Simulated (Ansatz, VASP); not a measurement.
# Ga2SeS (Ga2SSe 3 layers, AB): VASP beside Ansatz

Wanted: the spread between two codes on one cell, functional and k mesh. Of the first pair: The structure shown is the start of the Ansatz relaxation below; VASP solves that cell, so the two are compared at the walk's first step.

Program: Ansatz 0.2.0. Level of theory: plane waves, with VASP 6.6.1 beside it; single point at PBE with D3(BJ). Results are calculated unless marked as measured.

## (1) Starting point

The cell holds 12 atoms: 3 Se, 6 Ga and 3 S. Cell: a = 3.705 Å, b = 3.705 Å, c = 70.039 Å, α = 90.0°, β = 90.0°, γ = 120.0°. Vacuum lies along c.

## (2) Ansatz: relaxation, PBE with D3(BJ)

Ansatz runs on its default PAW (the set named soft_2) files.

The two programs are compared at the cell with which this relaxation starts, whose forces are those of its first step.

input.yaml

```yaml
crystal:
  lattice:
    - [3.705, 0.0, 0.0]
    - [-1.8525, 3.208624121, 0.0]
    - [0.0, 0.0, 70.0390258977]
  atoms:
    - { symbol: Se, position: [0.3333333333, 0.6666666667, 0.3605132949] }
    - { symbol: Ga, position: [0.0, 0.0, 0.377568041] }
    - { symbol: Ga, position: [0.0, 0.0, 0.4124057614] }
    - { symbol: S, position: [0.3333333333, 0.6666666667, 0.424472998] }
    - { symbol: Se, position: [0.6666666667, 0.3333333333, 0.4680201485] }
    - { symbol: Ga, position: [0.3333333333, 0.6666666667, 0.4850748946] }
    - { symbol: Ga, position: [0.3333333333, 0.6666666667, 0.5199126149] }
    - { symbol: S, position: [0.6666666667, 0.3333333333, 0.5319798515] }
    - { symbol: Se, position: [0.3333333333, 0.6666666667, 0.575527002] }
    - { symbol: Ga, position: [0.0, 0.0, 0.5925817481] }
    - { symbol: Ga, position: [0.0, 0.0, 0.6274194685] }
    - { symbol: S, position: [0.3333333333, 0.6666666667, 0.6394867051] }
  periodic: [true, true, false]
kpoints:
  mp_grid: { grid: [12, 12, 1] }
hamiltonian:
  xc: pbe
  dispersion: d3bj
scf:
  occupations: { method: fermi_dirac, width: 0.05 }
  convergence: { dr2_threshold: 1.0e-09 }
relax:
  f_tol: 0.004
  max_steps: 90
  cell: {}
output:
  write_potential: true
  write_density: true
  volumetric_format: npy
```

Command:

```console
ansatz run input.yaml --threads 4 --pin off --max-ram 12288MiB --backend cpu --events-out ev --progress --plain --runs-dir out
```

Numbers of over 12 decimals in the logs are rounded to 6 here.

What it wrote:

```text
Warning: relax.cell: scf.convergence.dr2_threshold = 1e-9 eV is looser than the 1.37527296826e-10 eV advised for a relaxation that steers and ends on the stress (1e-10 eV for each atom of the cell: 12, times the square of relax.cell.stress_2d_tol = 0.05 N/m over 29.5 Å (the atoms' height at the walk's start and 5 Å past either face), 1.693e-2 GPa, over a crystal's default 0.05). What an SCF threshold leaves in a stress goes as its square root, and in the free energy as the threshold itself, and one threshold admits the most on a small cell: [figures from the program's tests cut] Set scf.convergence.dr2_threshold to 1.37527296826e-10 eV or tighter. [rest of the remark cut]
Engine: ansatz 0.2.0, x86_64-unknown-linux-gnu
Pseudopotentials: kind: paw
Pseudopotential: Se, paw, valence charge 16, recommended cutoff 420 eV (normal), Se.paw.azcp
Pseudopotential: Ga, paw, valence charge 13, recommended cutoff 420 eV (normal), Ga.paw.azcp
Pseudopotential: S, paw, valence charge 6, recommended cutoff 420 eV (normal), S.paw.azcp
Functional definition: PBE
  parameter kappa = 0.804
  parameter beta = 0.066725
  exchange = pbe_x(kappa = kappa, mu = beta*pi^2/3)
  correlation = pbe_c(beta = beta)
Crystal: 12 atoms, lattice volume = 832.621 Å³
Basis set: ecut = 420 eV, 16315 PW (Γ), exchange–correlation on 50×50×960 points (8 copies of the dense FFT grid, shifted against one another)
Bands: 87, of which v1, the nominal top of the filled ones, is band 72 counted from 1 (71 counted from 0)
Symmetry: 6 space group operations
Space group: P3m1 (ITA 156), of the structure as read, at distance tolerance 9.4e-5 Å
k-points: 19 of 144 (time reversal used)
Non-local potential: Se, projectors of the file, l = 0: 2, l = 1: 2, l = 2: 3, l = 3: 1
Non-local potential: Ga, projectors of the file, l = 0: 2, l = 1: 2, l = 2: 3, l = 3: 1
Non-local potential: S, projectors of the file, l = 0: 2, l = 1: 2, l = 2: 2
PAW form: soft (Blöchl's): semilocal exchange-correlation on the pseudo side does not see the compensation charge
PAW one-centre angular grid: Se, 590 points (default); XC on 64 Gauss nodes
PAW one-centre angular grid: Ga, 590 points (default); XC on 64 Gauss nodes
PAW one-centre angular grid: S, 110 points (default); XC on 64 Gauss nodes
Initial density: superposition of atomic densities (neutral atoms: chi_scale 0, normalization atom), corrected by the library's trained network
Initial wavefunctions: pseudopotential atomic-orbital guess
Functional: x = pbe(κ = 0.804, μ = 0.219515), c = pbe(β = 0.066725)
SCF iter   1: F=—  HF=-41821.503673 eV  |F-HF|=—  |Δ(HF+E_count)|=         —  Δρ=1.20e-3  dr2=4.32e-2  ethr=1.77e-3  ⟨swp⟩=9.1  Hψ=8350  notcnv=0  defer=26
preconditioner: auto → Resta (q_TF=auto, 2.036 Å⁻¹)  ε∞=1.9  [insulator: Δε(μ)=0.912 eV  Ē_g=14.417 eV  σ=0.050 eV  W_gap=1.00  n_scr=122 (ndim 8)  ℏωp=13.7 eV  f_vac=0.672  D(μ)=0.00/eV (n_scr^D=0)  ε∞_Penn≈1.9  vacuum switching on, ρ_ref=1.5e-2 e/Å³]
SCF iter   2: F=—  HF=-41821.504340 eV  |F-HF|=—  |Δ(HF+E_count)|=   6.67e-4  Δρ=7.37e-4  dr2=6.63e-2  ethr=3.00e-5  ⟨swp⟩=3.0  Hψ=3442  notcnv=0  defer=145
SCF iter   3: F=—  HF=-41821.497952 eV  |F-HF|=—  |Δ(HF+E_count)|=   6.39e-3  Δρ=3.71e-4  dr2=4.99e-3  ethr=3.00e-5  ⟨swp⟩=2.4  Hψ=1985  notcnv=0  defer=146
SCF iter   4: F=—  HF=-41821.498155 eV  |F-HF|=—  |Δ(HF+E_count)|=   2.03e-4  Δρ=1.61e-4  dr2=4.26e-4  ethr=3.46e-6  ⟨swp⟩=2.2  Hψ=2221  notcnv=0  defer=134
SCF iter   5: F=—  HF=-41821.498389 eV  |F-HF|=—  |Δ(HF+E_count)|=   2.34e-4  Δρ=7.95e-5  dr2=2.08e-4  ethr=2.96e-7  ⟨swp⟩=3.1  Hψ=2630  notcnv=0  defer=134
SCF iter   6: F=—  HF=-41821.498404 eV  |F-HF|=—  |Δ(HF+E_count)|=   1.46e-5  Δρ=4.24e-5  dr2=3.52e-5  ethr=1.44e-7  ⟨swp⟩=2.4  Hψ=1773  notcnv=0  defer=134
SCF iter   7: F=—  HF=-41821.498433 eV  |F-HF|=—  |Δ(HF+E_count)|=   2.94e-5  Δρ=2.05e-5  dr2=3.90e-6  ethr=2.45e-8  ⟨swp⟩=2.5  Hψ=2601  notcnv=0  defer=134
SCF iter   8: F=—  HF=-41821.498501 eV  |F-HF|=—  |Δ(HF+E_count)|=   6.78e-5  Δρ=7.73e-6  dr2=1.49e-6  ethr=2.71e-9  ⟨swp⟩=2.9  Hψ=3394  notcnv=0  defer=134
SCF iter   9: F=—  HF=-41821.498501 eV  |F-HF|=—  |Δ(HF+E_count)|=   4.59e-7  Δρ=3.64e-6  dr2=6.70e-7  ethr=1.04e-9  ⟨swp⟩=2.3  Hψ=2029  notcnv=0  defer=134
SCF iter  10: F=—  HF=-41821.498501 eV  |F-HF|=—  |Δ(HF+E_count)|=   3.55e-9  Δρ=1.89e-6  dr2=3.02e-8  ethr=4.66e-10  ⟨swp⟩=2.2  Hψ=1860  notcnv=0  defer=134
[...]
SCF converged after 5 iterations
Free energy (F): -41821.904257 eV
Harris-Foulkes:  -41821.904257 eV  (|F-HF|=8.00e-10)
Internal energy: -41821.904257 eV  (E = F + TS)
E sigma→0 (E₀):  -41821.904257 eV
Entropy (-TS):   -0.000000 eV (-0.000 meV/atom)
Fermi energy:    -4.757775 eV
--- Per-component energies (eV) ---
  E_band       = -3388.655387
  E_kinetic    = 1367.647765
  E_local      = -1594868.073800  (includes V_loc(G=0)·N_el)
  E_nonlocal   = 847.657118
  E_hartree    = 795996.452878
  E_xc         = -1017.026863
  E_vxc        = -902.603719  (∫ρ·V_xc dr)
  E_paw        = -19468.342189  (= ΣΔE_a)
  E_vpaw       = -1826.192364  (= ΣTr[D̂ρ^β])
  E_aug_tail   = -0.002382  (compensation charges beyond the density's cutoff)
  E_ewald      = 775322.901403
  E_disp       = -3.118186  (pairwise vdW)
  E_smearing   = -0.000000  (= −TS)
  E_closure    = -0.000000  (closes the sum)
  Σ components = -41821.904257   (vs F -41821.904257, Δ=0.00e0)
--- Forces (eV/Å), atoms counted from 1 ---
  atom   1  Se     0.00000000     0.00000000     0.00042326
  atom   2  Ga     0.00000000    -0.00000000     0.00257633
  atom   3  Ga    -0.00000000    -0.00000000    -0.00229113
  atom   4  S      0.00000000     0.00000000    -0.00073925
  atom   5  Se     0.00000000     0.00000000     0.00174394
  atom   6  Ga     0.00000000    -0.00000000     0.00213149
  atom   7  Ga     0.00000000    -0.00000000    -0.00369132
  atom   8  S      0.00000000     0.00000000    -0.00041816
  atom   9  Se     0.00000000     0.00000000     0.00080891
  atom  10  Ga     0.00000000    -0.00000000    -0.00019619
  atom  11  Ga     0.00000000    -0.00000000    -0.00099895
  atom  12  S      0.00000000     0.00000000     0.00065469
  max |Σ_I F_I| component: 3.63e-6 eV/Å
--- 2D stress c σ (N/m, compression-positive) ---
       -0.002377       0.000000      -0.000000
        0.000000      -0.002377       0.000000
       -0.000000       0.000000      -0.000000
  P = ½ c Tr σ = -0.0024 N/m
--- Band table (eV; the first three rows and the last of 19) ---
  k-point 0: bands = [... 68 lower, -6.1103, -5.9544, -5.9544, -5.5065, -4.1017, -3.6855, -3.3166, -2.8852, ... 11 higher]
  k-point 1: bands = [... 68 lower, -6.3305, -6.0752, -5.9700, -5.4889, -3.6589, -3.3174, -2.9806, -2.4549, ... 11 higher]
  k-point 2: bands = [... 68 lower, -6.3788, -6.3727, -5.9659, -5.5891, -3.1039, -2.8414, -2.5844, -2.5218, ... 11 higher]
  k-point 18: bands = [... 68 lower, -7.5560, -7.5187, -7.2608, -7.1584, -3.6022, -3.4865, -3.1248, -2.6669, ... 11 higher]
  the weakly bound empty levels are not read free of the cell's end (no_gap_told)
--- Relaxed structure (7 steps of the walk, 7 accepted, 1 SCFs on fresh bases) ---
  F+E_penalty+E_count = -41821.90425702 eV   max|allowed force component| = 3.692e-3 eV/Å   (the final SCF, on the basis selected at the relaxed cell)
  cell:  # Å, volume = 822.5049 Å³
    - [3.682425, 0, 0]
    - [-1.841212, 3.189073, 0]
    - [0, 0, 70.0390258977]
  atoms:
    - { symbol: Se, position: [0.333333, 0.666667, 0.355366] }
    - { symbol: Ga, position: [-2.7233934682933627e-17, -3.0839528462168923e-17, 0.372798] }
    - { symbol: Ga, position: [-2.6931846827513003e-17, -3.0839528462168923e-17, 0.407732] }
    - { symbol: S, position: [0.333333, 0.666667, 0.422655] }
    - { symbol: Se, position: [0.666667, 0.333333, 0.466905] }
    - { symbol: Ga, position: [0.333333, 0.666667, 0.484286] }
    - { symbol: Ga, position: [0.333333, 0.666667, 0.519205] }
    - { symbol: S, position: [0.666667, 0.333333, 0.534118] }
    - { symbol: Se, position: [0.333333, 0.666667, 0.578735] }
    - { symbol: Ga, position: [-1.3355952806433239e-18, -3.0839528462168923e-17, 0.596104] }
    - { symbol: Ga, position: [-1.0231847194283244e-18, -3.0839528462168923e-17, 0.631042] }
    - { symbol: S, position: [0.333333, 0.666667, 0.646018] }
```

[end of part 1 of 2]

[Lines on the potential files, build, host, timing and source positions are cut from VASP's logs without a mark.]

[Logs are printed without paths, hosts, clocks, repeated set-up lines and the standing remarks that a program may print on its own settings, such as how far it seeks lower states.]

[Hosts, paths, dates, database ids (printed as entryN), source tags and the programs' standing remarks are cut or masked in the printed files.]
